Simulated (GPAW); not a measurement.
# PbS (Galena) (Fm-3m) in GPAW: relaxation of cell and atoms with PBE+D4

Aim: the relaxation of cell and atoms of PbS (Galena) with PBE+D4.

Program: GPAW 26.7.0. These are calculated values, not measurements. Logs are shortened: lines on timing, memory, paths and dates and some standing lists are left out, and cuts for length are marked. The log counts tension as positive stress, the text compression.

### Step 1. The crystal as given

The structure is cubic, space group Fm-3m (No. 225). Conventional cell: a = 5.931 Å, b = 5.931 Å, c = 5.931 Å, α = 90.00°, β = 90.00°, γ = 90.00°. Pb (site symmetry m-3m) has 6 S at 2.97 Å as nearest neighbours. Around S (site symmetry m-3m) lie 6 Pb at 2.97 Å.

### Step 2. Relaxation of cell and atoms, PBE+D4

Input file run.py:

```python
from ase import Atoms
from ase.calculators.mixing import SumCalculator
from ase.filters import FrechetCellFilter
from ase.io import write
from ase.optimize import FIRE
from dftd4.ase import DFTD4
from gpaw import GPAW, PW

atoms = Atoms(['Pb', 'S'],
              cell=[[0.0, 2.96575, 2.96575],
                    [2.96575, 0.0, 2.96575],
                    [2.96575, 2.96575, 0.0]],
              scaled_positions=[[0.0, 0.0, 0.0],
                                [0.5, 0.5, 0.5]],
              pbc=True)

calc = GPAW(mode=PW(600),
            xc='PBE',
            kpts={'size': (8, 8, 8), 'gamma': True},
            occupations={'name': 'fermi-dirac', 'width': 0.05},
            nbands=19,
            convergence={'density': 1e-05, 'forces': 0.0001},
            maxiter=150,
            txt='gpaw.txt')
atoms.calc = SumCalculator([calc, DFTD4(method='pbe')])
opt = FIRE(FrechetCellFilter(atoms), trajectory='relax.traj', logfile='-')
done = opt.run(fmax=0.02, steps=100)
calc.write('gs.gpw')
write('result.traj', atoms)
print('Converged:', done)
print('Cell:', atoms.cell.cellpar().round(4))
print('Volume:', round(atoms.get_volume(), 4))
print(atoms.get_scaled_positions().round(5))
```

Potentials or basis: GPAW PAW data sets (gpaw-data 1.2.1), pw.

Run with:

```console
$ OMP_NUM_THREADS=1 python run.py
```

gpaw.txt:

```text
__  _  _
 | _ |_)|_||  |
 |__||  | ||/\| - 26.7.0

Input parameters:
  mode=PW(ecut=600.0),
  convergence={'density': 1e-05, 'forces': 0.0001},
  kpts=MonkhorstPack(size=(8, 8, 8), gamma=True),
  maxiter=150,
  nbands=19,
  occupations=Occupations(name='fermi-dirac', width=0.05),
  xc=XC(name='PBE')

Diagonalizing LCAO Hamiltonian
Converting LCAO to pw mode

                S

       Pb

Atoms  # Å, Bohr magnetons
|   | symbol |        x |        y |        z |    initial magnetic moments |
|---|--------|----------|----------|----------|-----------------------------|
| 0 |     Pb | 0.000000 | 0.000000 | 0.000000 | ( 0.0000,  0.0000,  0.0000) |
| 1 |      S | 2.965750 | 2.965750 | 2.965750 | ( 0.0000,  0.0000,  0.0000) |

Unit cell  # Å
| periodic |        x |        y |        z |  lengths |    angles |
|----------|----------|----------|----------|----------|-----------|
|      yes | 0.000000 | 2.965750 | 2.965750 | 4.194204 | 60.000000 |
|      yes | 2.965750 | 0.000000 | 2.965750 | 4.194204 | 60.000000 |
|      yes | 2.965750 | 2.965750 | 0.000000 | 4.194204 | 60.000000 |

Number of symmetries: 48
Symmetry operations  # r_c * U_cc + t_c -> r_c
|    | kind |            matrix            |
|----|------|------------------------------|
|  0 |  σ   |  1, 0, 0,  1, 0,-1,  1,-1, 0 |
|  1 |  C2  |  1, 0, 0,  1,-1, 0,  1, 0,-1 |
|  2 |  E   |  1, 0, 0,  0, 1, 0,  0, 0, 1 |
|  3 |  σ   |  1, 0, 0,  0, 0, 1,  0, 1, 0 |
|  4 |  C4  |  1, 0,-1,  1, 0, 0,  1,-1, 0 |
|  5 |  S6  |  1, 0,-1,  1,-1, 0,  1, 0, 0 |
|  6 |  σ   |  1, 0,-1,  0, 1,-1,  0, 0,-1 |
|  7 |  C3  |  1, 0,-1,  0, 0,-1,  0, 1,-1 |
|  8 |  S6  |  1,-1, 0,  1, 0, 0,  1, 0,-1 |
|  9 |  C4  |  1,-1, 0,  1, 0,-1,  1, 0, 0 |
| 10 |  C3  |  1,-1, 0,  0,-1, 1,  0,-1, 0 |
| 11 |  σ   |  1,-1, 0,  0,-1, 0,  0,-1, 1 |
| 12 |  σ   |  0, 1, 0,  1, 0, 0,  0, 0, 1 |
| 13 |  C4  |  0, 1, 0,  0, 1,-1, -1, 1, 0 |
| 14 |  C3  |  0, 1, 0,  0, 0, 1,  1, 0, 0 |
| 15 |  S6  |  0, 1, 0, -1, 1, 0,  0, 1,-1 |
| 16 |  C2  |  0, 1,-1,  1, 0,-1,  0, 0,-1 |
| 17 |  σ   |  0, 1,-1,  0, 1, 0, -1, 1, 0 |
| 18 |  S4  |  0, 1,-1,  0, 0,-1,  1, 0,-1 |
| 19 |  C4  |  0, 1,-1, -1, 1, 0,  0, 1, 0 |
| 20 |  C3  |  0, 0, 1,  1, 0, 0,  0, 1, 0 |
| 21 |  σ   |  0, 0, 1,  0, 1, 0,  1, 0, 0 |
| 22 |  S6  |  0, 0, 1,  0,-1, 1, -1, 0, 1 |
| 23 |  C4  |  0, 0, 1, -1, 0, 1,  0,-1, 1 |
| 24 |  S4  |  0, 0,-1,  1, 0,-1,  0, 1,-1 |
| 25 |  C3  |  0, 0,-1,  0, 1,-1,  1, 0,-1 |
| 26 |  C2  |  0, 0,-1,  0,-1, 0, -1, 0, 0 |
| 27 |  S6  |  0, 0,-1, -1, 0, 0,  0,-1, 0 |
| 28 |  S4  |  0,-1, 1,  1,-1, 0,  0,-1, 0 |
| 29 |  C4  |  0,-1, 1,  0, 0, 1, -1, 0, 1 |
| 30 |  C2  |  0,-1, 1,  0,-1, 0,  1,-1, 0 |
| 31 |  σ   |  0,-1, 1, -1, 0, 1,  0, 0, 1 |
| 32 |  C3  |  0,-1, 0,  1,-1, 0,  0,-1, 1 |
| 33 |  S6  |  0,-1, 0,  0, 0,-1, -1, 0, 0 |
| 34 |  S4  |  0,-1, 0,  0,-1, 1,  1,-1, 0 |
| 35 |  C2  |  0,-1, 0, -1, 0, 0,  0, 0,-1 |
| 36 |  C2  | -1, 1, 0,  0, 1, 0,  0, 1,-1 |
| 37 |  S6  | -1, 1, 0,  0, 1,-1,  0, 1, 0 |
| 38 |  S4  | -1, 1, 0, -1, 0, 1, -1, 0, 0 |
| 39 |  C3  | -1, 1, 0, -1, 0, 0, -1, 0, 1 |
| 40 |  S6  | -1, 0, 1,  0, 0, 1,  0,-1, 1 |
| 41 |  C2  | -1, 0, 1,  0,-1, 1,  0, 0, 1 |
| 42 |  C3  | -1, 0, 1, -1, 1, 0, -1, 0, 0 |
| 43 |  S4  | -1, 0, 1, -1, 0, 0, -1, 1, 0 |
| 44 |  C2  | -1, 0, 0,  0, 0,-1,  0,-1, 0 |
| 45 |  i   | -1, 0, 0,  0,-1, 0,  0, 0,-1 |
| 46 |  σ   | -1, 0, 0, -1, 1, 0, -1, 0, 1 |
| 47 |  C2  | -1, 0, 0, -1, 0, 1, -1, 1, 0 |

BZ-sampling:
  Number of BZ points: 512
  Number of IBZ points: 29

  Monkhorst-Pack size: [8, 8, 8]
  Monkhorst-Pack shift: [0.0625, 0.0625, 0.0625]

K-points  # in reciprocal-cell coordinates
|     |                                coordinates |     weight |
|-----|--------------------------------------------|------------|
|   0 | (  0.00000000,   0.00000000,   0.00000000) | 0.00195312 |
|   1 | (  0.12500000,   0.12500000,   0.00000000) | 0.01171875 |
|   2 | (  0.12500000,   0.12500000,   0.12500000) | 0.01562500 |
|   3 | (  0.25000000,   0.12500000,   0.12500000) | 0.02343750 |
|   4 | (  0.25000000,   0.25000000,   0.00000000) | 0.01171875 |
|   5 | (  0.25000000,   0.25000000,   0.12500000) | 0.04687500 |
|   6 | (  0.25000000,   0.25000000,   0.25000000) | 0.01562500 |
|   7 | (  0.37500000,   0.25000000,  -0.37500000) | 0.04687500 |
|   8 | (  0.37500000,   0.25000000,   0.12500000) | 0.04687500 |
|   9 | (  0.37500000,   0.25000000,   0.25000000) | 0.04687500 |
| ... |                                            |            |
|  28 | (  0.50000000,   0.50000000,   0.50000000) | 0.00781250 |

Plane wave coefficients: 1807
Cutoff: 600.0 eV

Spin-components: 1 (collinear spins)
Bands:           19
Projectors:      11
Spin-degeneracy: 2
Datatype:        complex128

Parallelization:
  kpt:    1
  domain: 1
  band:   1

Density:
  Valence electrons: 20.0
  Components: 1
  Grid points: [24 24 24]
  Charge: 0.0  # |e|

Potential:
  Grid points: [24 24 24]

species:
  Pb:
    name:    Lead
    Z:       82.0
    valence: 14
    core:    68
    charge:  0.0  # [|e|]
    compensation charges:
      type: gauss
      rc: 0.38  # [Å]
      lmax: 2
    cutoffs:
      filter: 2.36  # [Å]
      core: 2.43  # [Å]
    projectors
    | kind |    occ | energy [eV] | rcut [Å] |
    |------|--------|-------------|----------|
    |   6s |  2.000 |     -11.969 |    1.259 |
    |   6p |  2.000 |      -3.506 |    1.275 |
    |   5d | 10.000 |     -21.211 |    1.217 |
    |    s |        |      15.243 |    1.259 |
    |    p |        |      23.705 |    1.275 |
    |    d |        |       6.001 |    1.217 |

    Using partial waves for Pb as LCAO basis

  S:
    name:    Sulfur
    Z:       16.0
    valence: 6
    core:    10
    charge:  0.0  # [|e|]
    compensation charges:
      type: gauss
      rc: 0.24  # [Å]
      lmax: 2
    cutoffs:
      filter: 1.77  # [Å]
      core: 1.66  # [Å]
    projectors
    | kind |    occ | energy [eV] | rcut [Å] |
    |------|--------|-------------|----------|
    |   3s |  2.000 |     -17.254 |    0.974 |
    |   3p |  4.000 |      -7.008 |    0.979 |
    |    s |        |       9.957 |    0.974 |
    |    p |        |      20.203 |    0.979 |
    |    d |        |       0.000 |    0.900 |

    Using partial waves for S as LCAO basis

Reference energy: -578132.083262  # eV

eigensolver:
  PPCG
  Converge bands: occupied
  niter=2

density mixing:
  MSR1-Mixer
  Pratt-step length: 0.05
  Maximum mixing coefficient: 0.75
  Old densities: 10
  SVD Regularization: 0.005
  Good broyden scale: 1.0
  Trust region scale: 1.0
  Backstep threshold: 4.0
  History deletion threshold: 6.0
  Fourier metric: weight=20.0, sigma=0.015

occupation numbers:
  Fermi-Dirac:
    width: 0.0500  # eV

poisson solver:
  ecut: 4800.0  # eV

xc functional:
  name: PBE with 2 nearest neighbor stencil

convergence criteria:
- Maximum integral of absolute [dens]ity change: 1e-05 electrons / valence electron
- Maximum change in the atomic [forces] across last 2 cycles: 0.0001 eV/Ang OR
Maximum error relative to the maximum force is below inf
- Maximum [total energy] change in last 3 cyles: 0.0005 eV / valence electron
- Maximum integral of absolute [eigenst]ate change: 4e-08 eV^2 / valence electron
maximum number of iterations: 150

SCF iterations
|iter     | |      energy | eigst |  dens |force |
|---------|-|-------------|-------|-------|------|
|iter:   1| |   -9.404908 | -0.15 |       |      |
|iter:   2| |   -9.296448 | -1.96 | -1.16 |      |
|iter:   3| |   -8.969022 | -1.65 | -1.21 |      |
|iter:   4| |   -8.971156 | -3.75 | -1.81 |      |
|iter:   5| |   -8.972242c| -4.21 | -2.16 |      |
|iter:   6| |   -8.972281c| -5.53 | -3.15 |      |
|iter:   7| |   -8.972287c| -6.56 | -3.63 |      |
|iter:   8| |   -8.972287c| -7.59c| -4.45 |      |
|iter:   9| |   -8.972287c| -7.61c| -5.18c|      |
|iter:  10| |   -8.972287c| -8.61c| -5.60c|-22.48c|

Converged in 10 steps
Energy contributions relative to reference atoms: (reference = -578132.083262)

Energy contributions:
  Kinetic:          18.607488
  Coulomb:         -18.978148
  Zero:              0.045789
  External:          0.000000
  Xc:               -8.647275
  Entropy:          -0.000281
  Spinorbit:         0.000000
  ----------------------------
  Free energy:      -8.972428
  Extrapolated:     -8.972287

dipole moment: (-25.074668, -25.074668, -25.074668)  # |e|*Ang

Fermi level: 6.426
Eigenvalues  # (at kpt = [0.000, 0.000, 0.000])
| band index |      eig [eV] | occ [0-2] |
|------------|---------------|-----------|
|          0 |       -10.580 |     2.000 |
|        ... |               |           |
|          2 |       -10.580 |     2.000 |
|          3 |       -10.571 |     2.000 |
|          4 |       -10.571 |     2.000 |
|          5 |        -7.359 |     2.000 |
|          6 |         0.258 |     2.000 |
|          7 |         4.051 |     2.000 |
[... 9 lines left out ...]
|         17 |        15.283 |     0.000 |
|         18 |        15.292 |     0.000 |

Gap: 0.308 eV
Transition (v -> c):
  (s=0, k=28, n=9, [0.50, 0.50, 0.50]) -> (s=0, k=28, n=10, [0.50, 0.50, 0.50])
No difference between direct/indirect transitions

Stress tensor  # eV/Ang^3
|         x |         y |         z |
|-----------|-----------|-----------|
| -0.012408 |  0.000000 |  0.000000 |
|  0.000000 | -0.012408 |  0.000000 |
|  0.000000 |  0.000000 | -0.012408 |

Forces  # eV/Ang
|        x |        y |       z |
|----------|----------|---------|
| -0.00000 |  0.00000 | 0.00000 |  # Pb   0
|  0.00000 | -0.00000 | 0.00000 |  # S    1

# Writing to gs.gpw (mode='')
```

It took 31 s on 1 thread of Arm Neoverse N1, shared host; peak memory 0.16 GiB.

What came out:

* Free energy: -9.7293 eV
* Pressure after relaxing: -0.1 GPa
* Band gap on the k mesh: 0.31 eV, direct
* Dispersion energy per atom: -0.378 eV

Final structure:
```cif
data_structure
_symmetry_space_group_name_H-M 'P 1'
_symmetry_Int_Tables_number 1
_cell_length_a 4.1942
_cell_length_b 4.1942
_cell_length_c 4.1942
_cell_angle_alpha 60.000
_cell_angle_beta 60.000
_cell_angle_gamma 60.000
_cell_volume 52.17
loop_
_atom_site_label
_atom_site_type_symbol
_atom_site_fract_x
_atom_site_fract_y
_atom_site_fract_z
_atom_site_occupancy
Pb1 Pb 0.00000 0.00000 0.00000 1
S1 S 0.50000 0.50000 0.50000 1
```

Caveat: the relaxation stopped at its first step, so nothing moved; later steps reuse the first step's grids; spin-orbit coupling is left out, which as a rule narrows the gap of such compounds by several tenths of an eV. A k mesh can miss the band edges.
